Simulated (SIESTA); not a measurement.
MgS, 2 atoms in the cell. Symmetry: F-43m, No. 216, cubic system. The conventional cell has a = 5.666 Å, b = 5.666 Å, c = 5.666 Å, α = 90.00°, β = 90.00°, γ = 90.00°. Around S (site symmetry -43m) lie 4 Mg at 2.45 Å. Mg (site symmetry -43m) has 4 S at 2.45 Å as nearest neighbours. The cell comes from a database or a generator and needn't be the stable form of this composition.

- Program: SIESTA 5.4.2
- Task: band structure
- Functional: vdW-DF-cx
- Potentials or basis: PseudoDojo 0.4 standard (PBE files)
- Basis: DZP (energy shift 0.002 Ry)
- Grid cutoff: 800 Ry
- Energy shift: 0.002 Ry
- k mesh: 8 × 8 × 8
- Occupations: fermi-dirac, width 0.05 eV
- Spin: no spin polarisation

Potentials or basis: PseudoDojo 0.4 standard (PBE files), DZP (energy shift 0.002 Ry).

The run is started by

```console
$ siesta < MgS.fdf > MgS.out 2>&1
```

Hardware: 1 thread of Arm Neoverse V1, with other jobs on the host.

Q: How long does it take, and how much memory?

A: It took 38 s on 1 thread of Arm Neoverse V1, with other jobs on the host, peak memory 0.36 GiB. Counts: scf iterations 7, k points 296, bands 22.
